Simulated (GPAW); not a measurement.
# Zr (P6_3/mmc) in GPAW: a series of runs, part 2 of 2

GPAW 26.7.0. The steps go on from the part before.

**4. Optical spectrum, RPBE**

run.py

```python
from ase import Atoms
from ase.dft.bandgap import bandgap
from ase.io import write
from gpaw import GPAW, PW
from gpaw.response.df import DielectricFunction

atoms = Atoms(['Zr', 'Zr'],
              cell=[[3.232, 0.0, 0.0],
                    [-1.616, 2.798994105, 0.0],
                    [0.0, 0.0, 5.147]],
              scaled_positions=[[0.6666666667, 0.3333333333, 0.75],
                                [0.3333333333, 0.6666666667, 0.25]],
              pbc=True)

calc = GPAW(mode=PW(400),
            xc='RPBE',
            kpts={'size': (8, 8, 4), 'gamma': True},
            occupations={'name': 'fermi-dirac', 'width': 0.05},
            nbands=24,
            convergence={'density': 1e-06},
            maxiter=150,
            txt='gpaw.txt')
atoms.calc = calc
energy = atoms.get_potential_energy()
calc.write('gs.gpw')
write('result.traj', atoms)
print(f'Energy: {energy:.6f} eV')
print('Fermi level:', round(calc.get_fermi_level(), 4), 'eV')
print(f'Gap: {bandgap(calc)[0]:.4f} eV, direct: {bandgap(calc, direct=True)[0]:.4f} eV')

dense = calc.fixed_density(kpts={'size': (18, 18, 10), 'gamma': True},
                           nbands=38, convergence={'bands': 32, 'eigenstates': 1e-7},
                           update_fermi_level=True, txt='dense.txt')
dense.write('dense.gpw', mode='all')

df = DielectricFunction('dense.gpw', frequencies={'type': 'nonlinear', 'domega0': 0.05, 'omega2': 10},
                        eta=0.1, ecut=50, nbands=32, rate='eta', txt='df.txt')
for direction in ['x', 'z']:
    df.get_dielectric_function(xc='RPA', direction=direction, filename=f'df_{direction}.csv')
```

Potentials or basis: the program's PAW data sets (release 1.2.1) made for this functional, pw.

On the command line:

```bash
> OMP_NUM_THREADS=1 python run.py
```

gpaw.txt:

```text
__  _  _
 | _ |_)|_||  |
 |__||  | ||/\| - 26.7.0

Input parameters:
  mode=PW(ecut=400.0),
  convergence={'density': 1e-06},
  kpts=MonkhorstPack(size=(8, 8, 4), gamma=True),
  maxiter=150,
  nbands=24,
  occupations=Occupations(name='fermi-dirac', width=0.05),
  xc=XC(name='RPBE')

Diagonalizing LCAO Hamiltonian
Converting LCAO to pw mode

           Zr

        Zr

Atoms  # Å, Bohr magnetons
|   | symbol |         x |        y |        z |    initial magnetic moments |
|---|--------|-----------|----------|----------|-----------------------------|
| 0 |     Zr |  1.616000 | 0.932998 | 3.860250 | ( 0.0000,  0.0000,  0.0000) |
| 1 |     Zr | -0.000000 | 1.865996 | 1.286750 | ( 0.0000,  0.0000,  0.0000) |

Unit cell  # Å
| periodic |         x |        y |        z |  lengths |     angles |
|----------|-----------|----------|----------|----------|------------|
|      yes |  3.232000 | 0.000000 | 0.000000 | 3.232000 |  90.000000 |
|      yes | -1.616000 | 2.798994 | 0.000000 | 3.232000 |  90.000000 |
|      yes |  0.000000 | 0.000000 | 5.147000 | 5.147000 | 120.000000 |

Number of symmetries: 12
Symmetry operations  # r_c * U_cc + t_c -> r_c
|    | kind |            matrix            |
|----|------|------------------------------|
|  0 |  σ   |  1, 1, 0,  0,-1, 0,  0, 0, 1 |
|  1 |  S6  |  1, 1, 0, -1, 0, 0,  0, 0,-1 |
|  2 |  E   |  1, 0, 0,  0, 1, 0,  0, 0, 1 |
|  3 |  C2  |  1, 0, 0, -1,-1, 0,  0, 0,-1 |
|  4 |  C2  |  0, 1, 0,  1, 0, 0,  0, 0,-1 |
|  5 |  C3  |  0, 1, 0, -1,-1, 0,  0, 0, 1 |
|  6 |  S6  |  0,-1, 0,  1, 1, 0,  0, 0,-1 |
|  7 |  σ   |  0,-1, 0, -1, 0, 0,  0, 0, 1 |
|  8 |  σ   | -1, 0, 0,  1, 1, 0,  0, 0, 1 |
|  9 |  i   | -1, 0, 0,  0,-1, 0,  0, 0,-1 |
| 10 |  C3  | -1,-1, 0,  1, 0, 0,  0, 0, 1 |
| 11 |  C2  | -1,-1, 0,  0, 1, 0,  0, 0,-1 |

BZ-sampling:
  Number of BZ points: 256
  Number of IBZ points: 35

  Monkhorst-Pack size: [8, 8, 4]
  Monkhorst-Pack shift: [0.0625, 0.0625, 0.125]

K-points  # in reciprocal-cell coordinates
|     |                                coordinates |     weight |
|-----|--------------------------------------------|------------|
|   0 | (  0.00000000,   0.00000000,   0.00000000) | 0.00390625 |
|   1 | (  0.00000000,   0.00000000,   0.25000000) | 0.00781250 |
|   2 | (  0.00000000,   0.00000000,   0.50000000) | 0.00390625 |
|   3 | (  0.12500000,   0.00000000,  -0.25000000) | 0.02343750 |
|   4 | (  0.12500000,   0.00000000,   0.00000000) | 0.02343750 |
|   5 | (  0.12500000,   0.00000000,   0.25000000) | 0.02343750 |
|   6 | (  0.12500000,   0.00000000,   0.50000000) | 0.02343750 |
|   7 | (  0.25000000,  -0.12500000,   0.00000000) | 0.02343750 |
|   8 | (  0.25000000,  -0.12500000,   0.25000000) | 0.04687500 |
|   9 | (  0.25000000,  -0.12500000,   0.50000000) | 0.02343750 |
| ... |                                            |            |
|  34 | (  0.50000000,   0.50000000,   0.50000000) | 0.01171875 |

Plane wave coefficients: 856
Cutoff: 400.0 eV

Spin-components: 1 (collinear spins)
Bands:           24
Projectors:      12
Spin-degeneracy: 2
Datatype:        complex128

Parallelization:
  kpt:    1
  domain: 1
  band:   1

Density:
  Valence electrons: 24.0
  Components: 1
  Grid points: [15 15 24]
  Charge: 0.0  # |e|

Potential:
  Grid points: [15 15 24]

species:
  Zr:
    name:    Zirconium
    Z:       40.0
    valence: 12
    core:    28
    charge:  0.0  # [|e|]
    compensation charges:
      type: gauss
      rc: 0.40  # [Å]
      lmax: 2
    cutoffs:
      filter: 2.39  # [Å]
      core: 1.59  # [Å]
    projectors
    | kind |    occ | energy [eV] | rcut [Å] |
    |------|--------|-------------|----------|
    |   4s |  2.000 |     -54.482 |    1.323 |
    |   5s |  2.000 |      -4.384 |    1.323 |
    |   4p |  6.000 |     -32.476 |    1.334 |
    |   5p |  0.000 |      -1.468 |    1.334 |
    |   4d |  2.000 |      -3.570 |    1.244 |
    |    d |        |      23.642 |    1.244 |

    Using partial waves for Zr as LCAO basis

Reference energy: -195801.598789  # eV

eigensolver:
  PPCG
  Converge bands: occupied
  niter=2

density mixing:
  MSR1-Mixer
  Pratt-step length: 0.05
  Maximum mixing coefficient: 0.75
  Old densities: 10
  SVD Regularization: 0.005
  Good broyden scale: 1.0
  Trust region scale: 1.0
  Backstep threshold: 4.0
  History deletion threshold: 6.0
  Fourier metric: weight=20.0, sigma=0.015

occupation numbers:
  Fermi-Dirac:
    width: 0.0500  # eV

poisson solver:
  ecut: 3200.0  # eV

xc functional:
  name: RPBE with 2 nearest neighbor stencil

convergence criteria:
- Maximum integral of absolute [dens]ity change: 1e-06 electrons / valence electron
- Maximum [total energy] change in last 3 cyles: 0.0005 eV / valence electron
- Maximum integral of absolute [eigenst]ate change: 4e-08 eV^2 / valence electron
maximum number of iterations: 150

SCF iterations
|iter     | |      energy | eigst |  dens |
|---------|-|-------------|-------|-------|
|iter:   1| |  -14.186460 | -0.25 |       |
|iter:   2| |  -14.140690 | -1.88 | -1.28 |
|iter:   3| |  -13.896480 | -1.46 | -1.31 |
|iter:   4| |  -13.900157 | -2.79 | -1.92 |
|iter:   5| |  -13.901762c| -3.99 | -2.32 |
|iter:   6| |  -13.901779c| -5.36 | -3.46 |
|iter:   7| |  -13.901784c| -6.66 | -4.04 |
|iter:   8| |  -13.901784c| -7.92c| -4.83 |
|iter:   9| |  -13.901784c| -8.97c| -5.73 |
|iter:  10| |  -13.901784c| -9.31c| -6.39c|

Converged in 10 steps
Energy contributions relative to reference atoms: (reference = -195801.598789)

Energy contributions:
  Kinetic:          10.154153
  Coulomb:         -10.684749
  Zero:              0.422133
  External:          0.000000
  Xc:              -13.786708
  Entropy:          -0.013225
  Spinorbit:         0.000000
  ----------------------------
  Free energy:     -13.908397
  Extrapolated:    -13.901784

dipole moment: (0.000000, 0.000001, 0.000001)  # |e|*Ang

Fermi level: 9.527
Eigenvalues  # (at kpt = [0.000, 0.000, 0.000])
| band index |      eig [eV] | occ [0-2] |
|------------|---------------|-----------|
|          0 |       -39.379 |     2.000 |
|        ... |               |           |
|          2 |       -17.917 |     2.000 |
|          3 |       -17.056 |     2.000 |
|          4 |       -17.056 |     2.000 |
|          5 |       -16.916 |     2.000 |
|          6 |       -16.915 |     2.000 |
|          7 |       -16.915 |     2.000 |
[... 8 lines left out ...]
|         16 |        11.626 |     0.000 |
|         17 |        11.626 |     0.000 |
|        ... |               |           |
|         23 |        26.319 |     0.000 |

No gap
No difference between direct/indirect transitions
# Writing to gs.gpw (mode='')
```

stdout:

```text
Energy: -13.901784 eV
Fermi level: 9.5267 eV
Gap: 0.0000 eV, direct: 0.0000 eV
```

It took 2.9 min on 1 thread of Arm Neoverse V2, shared host; peak memory 0.49 GiB.

Results:

```yaml
Free_energy: -13.9084 eV
Band_gap_on_the_k_mesh: none (metal or under the smearing width)
```

Dielectric function (mean over the directions given):
```
energy (eV)  real part  imaginary part
       0.25    -104.94          187.49
       0.88       5.24           48.27
       1.54      -0.39           39.43
       2.18      -7.62           23.84
       2.79      -8.63           17.49
       3.43      -6.16           11.50
       4.16      -4.16            9.15
       4.79      -4.99            7.61
       5.38      -4.81            5.73
       6.07      -3.82            3.25
       6.63      -2.30            2.29
       7.29      -1.24            2.39
       8.07      -1.81            3.23
       8.71      -1.43            1.64
       9.27      -0.08            1.75
       9.96      -0.86            2.86
      10.57      -1.07            2.40
      11.20      -1.26            1.64
      11.96      -0.98            1.29
      12.53      -0.86            1.00
      13.24      -0.66            0.76
      13.85      -0.35            0.81
      14.48      -0.40            0.69
      15.13      -0.27            0.51
      15.94      -0.13            0.39
      16.64       0.00            0.30
      17.36       0.13            0.25
      18.12       0.25            0.18
      18.90       0.38            0.17
      19.87       0.45            0.14
```

Caveat: the intraband term hangs on this k mesh; the long-wavelength limit can be off by several per cent where d states take part; independent-particle spectra lack excitons.

**5. Single point, PBEsol, 22.35 Å³/atom**

run.py

```python
from ase import Atoms
from ase.dft.bandgap import bandgap
from ase.io import write
from ase.units import GPa
from gpaw import GPAW, PW, setup_paths

setup_paths.insert(0, '.')

atoms = Atoms(['Zr', 'Zr'],
              cell=[[3.232, 0.0, 0.0],
                    [-1.616, 2.798994105, 0.0],
                    [0.0, 0.0, 4.94112]],
              scaled_positions=[[0.6666666667, 0.3333333333, 0.75],
                                [0.3333333333, 0.6666666667, 0.25]],
              pbc=True)

calc = GPAW(mode=PW(600),
            xc='PBEsol',
            kpts={'size': (9, 9, 5), 'gamma': True},
            occupations={'name': 'fermi-dirac', 'width': 0.05},
            nbands=24,
            convergence={'density': 1e-05, 'energy': 1e-05},
            maxiter=150,
            txt='gpaw.txt')
atoms.calc = calc
energy = atoms.get_potential_energy()
forces = atoms.get_forces()
stress = atoms.get_stress()
calc.write('gs.gpw')
write('result.traj', atoms)
print(f'Energy: {energy:.6f} eV')
print('Forces (eV/A):')
print(forces.round(4))
print('Stress (GPa):', (stress / GPa).round(3))
print('Fermi level:', round(calc.get_fermi_level(), 4), 'eV')
print(f'Gap: {bandgap(calc)[0]:.4f} eV, direct: {bandgap(calc, direct=True)[0]:.4f} eV')
```

Potentials or basis: PAW data sets generated in the run's folder for this functional, pw.

On the command line:

```bash
> gpaw-setup -f PBEsol Zr
> OMP_NUM_THREADS=1 python run.py
```

gpaw.txt:

```text
__  _  _
 | _ |_)|_||  |
 |__||  | ||/\| - 26.7.0

Input parameters:
  mode=PW(ecut=600.0),
  convergence={'density': 1e-05, 'energy': 1e-05},
  kpts=MonkhorstPack(size=(9, 9, 5), gamma=True),
  maxiter=150,
  nbands=24,
  occupations=Occupations(name='fermi-dirac', width=0.05),
  xc=XC(name='PBEsol')

Diagonalizing LCAO Hamiltonian
Converting LCAO to pw mode

           Zr

        Zr

Atoms  # Å, Bohr magnetons
|   | symbol |         x |        y |        z |    initial magnetic moments |
|---|--------|-----------|----------|----------|-----------------------------|
| 0 |     Zr |  1.616000 | 0.932998 | 3.705840 | ( 0.0000,  0.0000,  0.0000) |
| 1 |     Zr | -0.000000 | 1.865996 | 1.235280 | ( 0.0000,  0.0000,  0.0000) |

Unit cell  # Å
| periodic |         x |        y |        z |  lengths |     angles |
|----------|-----------|----------|----------|----------|------------|
|      yes |  3.232000 | 0.000000 | 0.000000 | 3.232000 |  90.000000 |
|      yes | -1.616000 | 2.798994 | 0.000000 | 3.232000 |  90.000000 |
[... 139 lines left out ...]
Energy contributions relative to reference atoms: (reference = -195675.701761)

Energy contributions:
  Kinetic:           6.659421
  Coulomb:          -7.041618
  Zero:              0.729464
  External:          0.000000
  Xc:              -16.226155
  Entropy:          -0.017534
  Spinorbit:         0.000000
  ----------------------------
  Free energy:     -15.896421
  Extrapolated:    -15.887654

dipole moment: (0.000000, 0.000001, 0.000001)  # |e|*Ang

Fermi level: 9.803
Eigenvalues  # (at kpt = [0.000, 0.000, 0.000])
| band index |      eig [eV] | occ [0-2] |
|------------|---------------|-----------|
|          0 |       -38.907 |     2.000 |
|        ... |               |           |
|          2 |       -17.598 |     2.000 |
|          3 |       -16.606 |     2.000 |
|          4 |       -16.606 |     2.000 |
|          5 |       -16.408 |     2.000 |
|          6 |       -16.408 |     2.000 |
|          7 |       -16.353 |     2.000 |
[... 8 lines left out ...]
|         16 |        11.658 |     0.000 |
|         17 |        11.658 |     0.000 |
|        ... |               |           |
|         23 |        27.429 |     0.000 |

No gap
No difference between direct/indirect transitions

Forces  # eV/Ang
|        x |       y |        z |
|----------|---------|----------|
|  0.00000 | 0.00000 | -0.00000 |  # Zr   0
| -0.00000 | 0.00000 |  0.00000 |  # Zr   1

Stress tensor  # eV/Ang^3
|        x |        y |         z |
|----------|----------|-----------|
| 0.007660 | 0.000000 |  0.000000 |
| 0.000000 | 0.007660 |  0.000000 |
| 0.000000 | 0.000000 | -0.025679 |

# Writing to gs.gpw (mode='')
```

stdout:

```text
Energy: -15.887654 eV
Forces (eV/A):
[[ 0.  0. -0.]
 [-0.  0.  0.]]
Stress (GPa): [ 1.227  1.227 -4.114  0.     0.     0.   ]
Fermi level: 9.8032 eV
Gap: 0.0000 eV, direct: 0.0000 eV
```

Run time: 30 s. Hardware: 1 thread of Arm Neoverse V1, shared host; peak memory 0.17 GiB.

Results:

- Free energy: -15.8964 eV
- Pressure: 0.6 GPa
- Band gap on the k mesh: none (metal or under the smearing width)

Caveat: the density grid can change from cell to cell, which puts small steps into energies and stress.

**6. Single point, PBEsol, 22.82 Å³/atom**

run.py: that of step 5 with these lines changed.

```diff
@@ -11,3 +11,3 @@
                     [-1.616, 2.798994105, 0.0],
-                    [0.0, 0.0, 4.94112]],
+                    [0.0, 0.0, 5.04406]],
               scaled_positions=[[0.6666666667, 0.3333333333, 0.75],
```

Potentials or basis: PAW data sets generated in the run's folder for this functional, pw.

On the command line:

```bash
> gpaw-setup -f PBEsol Zr
> OMP_NUM_THREADS=1 python run.py
```

Run time: 31 s. Hardware: 1 thread of Arm Neoverse V1, shared host; peak memory 0.18 GiB.

Results (log left out):

```
Free energy            : -15.9102 eV
Pressure               : -1.6 GPa
Band gap on the k mesh : none (metal or under the smearing width)
```

Caveat: the density grid can change from cell to cell, which puts small steps into energies and stress.

**7. Overview**

| level | potentials or basis | gap on the mesh (eV) |
| --- | --- | --- |
| PBEsol | PAW data sets generated in the run's folder for this functional, pw | none |
| PBE | GPAW PAW data sets (gpaw-data 1.2.1), pw | none |
| RPBE | the program's PAW data sets (release 1.2.1) made for this functional, pw | none |

Alike in all rows: task optical spectrum; no spin polarisation; cell as given; k mesh 8 × 8 × 4; cutoff (eV) 400; smearing fermi-dirac 0.05 eV.

Caveats: the intraband term hangs on this k mesh; the long-wavelength limit can be off by several per cent where d states take part; independent-particle spectra lack excitons.

Absolute energies hang on the potentials; compare differences alone.
